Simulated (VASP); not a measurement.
# Cs2SnI6 (Fm-3m) in VASP: notebook

The runs below take Cs2SnI6 through dielectric tensor, band structure, with LDA, PBE.

Everything below comes from runs of VASP 6.6.1. Logs are shortened: lines on timing, memory, paths and dates and some standing lists are left out, and cuts for length are marked.

**Experimental background.**

“Changes in charge density vs changes in formal oxidation states: The case of Sn halide perovskites and their ordered vacancy analogues”, 2017, arxiv:1705.01565 reports, for a powder of Cs2SnI6: band gap 1.3 eV (optical).

The runs below are set against these values where they give the same quantity.

## Step 1: The structure

Symmetry: Fm-3m, No. 225, cubic system. Conventional cell: a = 11.294 Å, b = 11.294 Å, c = 11.294 Å, α = 90.00°, β = 90.00°, γ = 90.00°. Around Cs (site symmetry -43m) lie 12 I at 3.99 Å. Around Sn (site symmetry m-3m) lie 6 I at 2.85 Å. Around I (site symmetry 4mm) lie 1 Sn at 2.85 Å.

## Step 2: Dielectric tensor, LDA

INCAR reads:

```
PREC = Accurate ; ENCUT = 600
EDIFF = 1E-8 ; ISMEAR = 0
SIGMA = 0.03 ; LREAL = F
LASPH = T ; NELM = 80
ALGO = Fast ; ISIF = 2
LWAVE = F ; LCHARG = F
LEPSILON = T ; KPAR = 2
```

KPOINTS reads:

```
regular mesh
0
Monkhorst-Pack
  6 6 6
```

POSCAR reads:

```
Cs2SnI6                                 
1.0
    0.0000000000      5.6467621547      5.6467621547
    5.6467621547     -0.0000000000      5.6467621547
    5.6467621547      5.6467621547     -0.0000000000
  Cs              Sn              I             
     2     1     6
Direct
     0.2500000000000000    0.2500000000000000    0.2500000000000000
     0.7500000000000000    0.7500000000000000    0.7500000000000000
     0.0000000000000000    0.0000000000000000    0.0000000000000000
     0.7478409367173209    0.2521590632826792    0.2521590632826792
     0.2521590632826792    0.7478409367173209    0.2521590632826792
     0.2521590632826792    0.7478409367173209    0.7478409367173209
     0.7478409367173209    0.2521590632826792    0.7478409367173209
     0.2521590632826792    0.2521590632826792    0.7478409367173209
     0.7478409367173209    0.7478409367173209    0.2521590632826792
```

Potentials or basis: VASP PAW LDA potentials, release 64 (Cs_sv, Sn_d, I).

The run is started by

```bash
$ cat potpaw_LDA.64/Cs_sv/POTCAR potpaw_LDA.64/Sn_d/POTCAR potpaw_LDA.64/I/POTCAR > POTCAR
$ mpirun -np 2 vasp_std > vasp.out
```

OUTCAR:

```text
PREC = Accurate
   ENCUT = 600
   EDIFF = 1E-8
   ISMEAR = 0
   LREAL = F
   LASPH = T
   NELM = 80
   ISIF = 2
   LEPSILON = T

 ion  position               nearest neighbor table
   1  0.250  0.250  0.250-
   2  0.750  0.750  0.750-
   3  0.000  0.000  0.000-   4 2.85   5 2.85   6 2.85   7 2.85   8 2.85   9 2.85
   4  0.748  0.252  0.252-   3 2.85
   5  0.252  0.748  0.252-   3 2.85
   6  0.252  0.748  0.748-   3 2.85
   7  0.748  0.252  0.748-   3 2.85
   8  0.252  0.252  0.748-   3 2.85
   9  0.748  0.748  0.252-   3 2.85

  LATTYP: Found a face centered cubic cell.
 ALAT       =    11.2935243094

  Lattice vectors:

 A1 = (   0.0000000000,   5.6467621547,   5.6467621547)
 A2 = (   5.6467621547,   0.0000000000,   5.6467621547)
 A3 = (   5.6467621547,   5.6467621547,   0.0000000000)

Analysis of symmetry for initial positions (statically):
=====================================================================
 Subroutine PRICEL returns:
 Original cell was already a primitive cell.

 Routine SETGRP: Setting up the symmetry group for a
 face centered cubic supercell.

 Subroutine GETGRP returns: Found 48 space group operations
 (whereof 48 operations were pure point group operations)
 out of a pool of 48 trial point group operations.

The static configuration has the point symmetry O_h .

Analysis of symmetry for dynamics (positions and initial velocities):
=====================================================================
 Subroutine PRICEL returns:
 Original cell was already a primitive cell.

 Routine SETGRP: Setting up the symmetry group for a
 face centered cubic supercell.

 Subroutine GETGRP returns: Found 48 space group operations
 (whereof 48 operations were pure point group operations)
 out of a pool of 48 trial point group operations.

The dynamic configuration has the point symmetry O_h .

 Subroutine INISYM returns: Found 48 space group operations
 (whereof 48 operations are pure point group operations),
 and found     1 'primitive' translations

----------------------------------------------------------------------------------------

                                     Primitive cell

  volume of cell :     360.1044

  direct lattice vectors                    reciprocal lattice vectors
     0.000000000  5.646762155  5.646762155    -0.088546318  0.088546318  0.088546318
     5.646762155  0.000000000  5.646762155     0.088546318 -0.088546318  0.088546318
     5.646762155  5.646762155  0.000000000     0.088546318  0.088546318 -0.088546318

  length of vectors
     7.985727623  7.985727623  7.985727623     0.153366722  0.153366722  0.153366722

  position of ions in fractional coordinates (direct lattice)
     0.250000000  0.250000000  0.250000000
     0.750000000  0.750000000  0.750000000
     0.000000000  0.000000000  0.000000000
     0.747840937  0.252159063  0.252159063
     0.252159063  0.747840937  0.252159063
     0.252159063  0.747840937  0.747840937
     0.747840937  0.252159063  0.747840937
     0.252159063  0.252159063  0.747840937
     0.747840937  0.747840937  0.252159063

  ion indices of the primitive-cell ions
   primitive index   ion index
                 1           1
                 2           2
                 3           3
                 4           4
                 5           5
                 6           6
                 7           7
                 8           8
                 9           9

----------------------------------------------------------------------------------------

 KPOINTS: regular mesh

Automatic generation of k-mesh.
 Grid dimensions read from file:
 generate k-points for:    6    6    6
[... 113 lines left out ...]

 k-point     1 :       0.0833    0.0833    0.0833
  band No.  band energies     occupation
      1     -18.8622      2.00000
      2     -18.8622      2.00000
      3     -18.7988      2.00000
      4     -18.7988      2.00000
      5     -18.7988      2.00000
      6     -17.7908      2.00000
[... 1117 lines left out ...]
     43       8.2143      0.00000
     44       8.3058      0.00000

 [... further k-points ...]

  FORCE on cell =-STRESS in cart. coord.  units (eV):
  Direction    XX          YY          ZZ          XY          YZ          ZX
  --------------------------------------------------------------------------------------
  -------------------------------------------------------------------------------------
  Total        0.0045159      0.0045159      0.0045159      0.0000000     -0.0000000     -0.0000000
  in kB        0.0200919      0.0200919      0.0200919      0.0000000     -0.0000000     -0.0000000
  external PRESSURE =       0.0200919 kB  Pullay stress =       0.0000000 kB

 VOLUME and BASIS-vectors are now :
 -----------------------------------------------------------------------------
  energy-cutoff  :      600.00
  volume of cell :      360.10
      direct lattice vectors                 reciprocal lattice vectors
     0.000000000  5.646762155  5.646762155    -0.088546318  0.088546318  0.088546318
     5.646762155  0.000000000  5.646762155     0.088546318 -0.088546318  0.088546318
     5.646762155  5.646762155  0.000000000     0.088546318  0.088546318 -0.088546318

 POSITION                                       TOTAL-FORCE (eV/Angst)
 -----------------------------------------------------------------------------------
      2.82338      2.82338      2.82338         0.000000      0.000000      0.000000
      8.47014      8.47014      8.47014         0.000000     -0.000000     -0.000000
      0.00000      0.00000      0.00000         0.000000      0.000000      0.000000
      2.84776      5.64676      5.64676         0.007567      0.000000      0.000000
      5.64676      2.84776      5.64676         0.000000      0.007567      0.000000
      8.44576      5.64676      5.64676        -0.007567      0.000000      0.000000
      5.64676      8.44576      5.64676         0.000000     -0.007567      0.000000
      5.64676      5.64676      2.84776         0.000000      0.000000      0.007567
      5.64676      5.64676      8.44576         0.000000      0.000000     -0.007567
 -----------------------------------------------------------------------------------
    total drift:                                0.000000      0.000000      0.000000

  FREE ENERGIE OF THE ION-ELECTRON SYSTEM (eV)
  ---------------------------------------------------
  free  energy   TOTEN  =       -26.8929649903 eV

  energy  without entropy=      -26.8922991481  energy(sigma->0) =      -26.89263207

 HEAD OF MICROSCOPIC STATIC DIELECTRIC TENSOR (INDEPENDENT PARTICLE, excluding Hartree and local field effects)
 ------------------------------------------------------
          45.430867    -0.000000     0.000000
          -0.000000    45.430867     0.000000
          -0.000000    -0.000000    45.430867
 ------------------------------------------------------

 Free energy of the ion-electron system (eV)
  ---------------------------------------------------
  ---------------------------------------------------
  free energy    TOTEN  =       -44.66865748 eV

  energy without entropy =      -44.66865748

------------------------ aborting loop because EDIFF is reached ----------------------------------------

--------------------------------------- Ionic step        2  -------------------------------------------

------------------------ aborting loop because EDIFF is reached ----------------------------------------

--------------------------------------- Ionic step        3  -------------------------------------------

 Free energy of the ion-electron system (eV)
  ---------------------------------------------------
  ---------------------------------------------------
  free energy    TOTEN  =       -44.68106209 eV

  energy without entropy =      -44.68106209

------------------------ aborting loop because EDIFF is reached ----------------------------------------

 PIEZOELECTRIC TENSOR FIELD DIRECTION 3  (e Angst)
 -----------------------------------------------------------------------------
    -2.96739  0.00000  0.00000           (  0.00210  0.00000 -0.00000)
     0.00000 -2.96739 -0.00000           (  0.00000  0.00210  0.00000)
    -0.00000  0.00000  5.92844           ( -0.00000  0.00000 -0.00409)

 PIEZOELECTRIC TENSOR FIELD DIRECTION 3  (C/m^2)
 -----------------------------------------------------------------------------
    -0.13203  0.00000  0.00000
     0.00000 -0.13203 -0.00000
    -0.00000  0.00000  0.26377

 MACROSCOPIC STATIC DIELECTRIC TENSOR (including local field effects in DFT)
 ------------------------------------------------------
          45.417025    -0.000000    -0.000000
          -0.000000    45.417025    -0.000000
          -0.000000    -0.000000    45.417025
 ------------------------------------------------------

 PIEZOELECTRIC TENSOR (including local field effects)  for field in x, y, z        (e  Angst)
          XX          YY          ZZ          XY          YZ          ZX
  --------------------------------------------------------------------------------
  x     0.00000     0.00000     0.00000     0.00000     0.00000     0.00000
  y     0.00000     0.00000     0.00000     0.00000     0.00000     0.00000
  z     0.00000     0.00000     0.00000     0.00000     0.00000     0.00000

 PIEZOELECTRIC TENSOR (including local field effects)  for field in x, y, z        (C/m^2)
          XX          YY          ZZ          XY          YZ          ZX
  --------------------------------------------------------------------------------
  x     0.00000     0.00000     0.00000     0.00000     0.00000     0.00000
  y     0.00000     0.00000     0.00000     0.00000     0.00000     0.00000
  z     0.00000     0.00000     0.00000     0.00000     0.00000     0.00000

 BORN EFFECTIVE CHARGES (including local field effects) (in |e|, cummulative output)
 ---------------------------------------------------------------------------------
 ion    1
    1     1.34658    -0.00000     0.00000
    2     0.00000     1.34658     0.00000
    3     0.00000     0.00000     1.34658
 ion    2
    1     1.34658    -0.00000     0.00000
    2     0.00000     1.34658     0.00000
    3     0.00000     0.00000     1.34658
 ion    3
    1     3.90400     0.00000     0.00000
    2     0.00000     3.90400     0.00000
    3     0.00000     0.00000     3.90400
 ion    4
    1    -2.08376     0.00000     0.00000
    2     0.00000    -0.60741     0.00000
    3     0.00000     0.00000    -0.60741
 ion    5
[... 4 lines left out ...]
    1    -2.08376     0.00000     0.00000
    2     0.00000    -0.60741     0.00000
    3     0.00000     0.00000    -0.60741
 ion    7
    1    -0.60741     0.00000     0.00000
    2     0.00000    -2.08376     0.00000
    3     0.00000     0.00000    -0.60741
 ion    8
    1    -0.60741     0.00000     0.00000
    2     0.00000    -0.60741     0.00000
    3     0.00000     0.00000    -2.08376
 ion    9
    1    -0.60741     0.00000     0.00000
    2     0.00000    -0.60741     0.00000
    3     0.00000     0.00000    -2.08376
```

Wall time 2.1 h (2 MPI ranks of Intel Xeon Platinum 8488C (Sapphire Rapids), shared host); peak memory 2.6 GiB.

Results:

```
Electronic dielectric tensor (diagonal) : 45.42
Born charges (mean of the diagonal)     : Cs +1.35; Sn +3.90; I -1.10 e
```

Electronic dielectric tensor:
```
45.42  0.00  0.00
 0.00 45.42  0.00
 0.00  0.00 45.42
```

Born effective charge tensors (e):
atom 1, Cs
```
1.35 0.00 0.00
0.00 1.35 0.00
0.00 0.00 1.35
```
atom 2, Cs
```
1.35 0.00 0.00
0.00 1.35 0.00
0.00 0.00 1.35
```
atom 3, Sn
```
3.90 0.00 0.00
0.00 3.90 0.00
0.00 0.00 3.90
```
atom 4, I
```
-2.08  0.00  0.00
 0.00 -0.61  0.00
 0.00  0.00 -0.61
```
atom 5, I
```
-0.61  0.00  0.00
 0.00 -2.08  0.00
 0.00  0.00 -0.61
```
atom 6, I
```
-2.08  0.00  0.00
 0.00 -0.61  0.00
 0.00  0.00 -0.61
```
atom 7, I
```
-0.61  0.00  0.00
 0.00 -2.08  0.00
 0.00  0.00 -0.61
```
atom 8, I
```
-0.61  0.00  0.00
 0.00 -0.61  0.00
 0.00  0.00 -2.08
```
atom 9, I
```
-0.61  0.00  0.00
 0.00 -0.61  0.00
 0.00  0.00 -2.08
```

(Continued in part 2 of 2.)
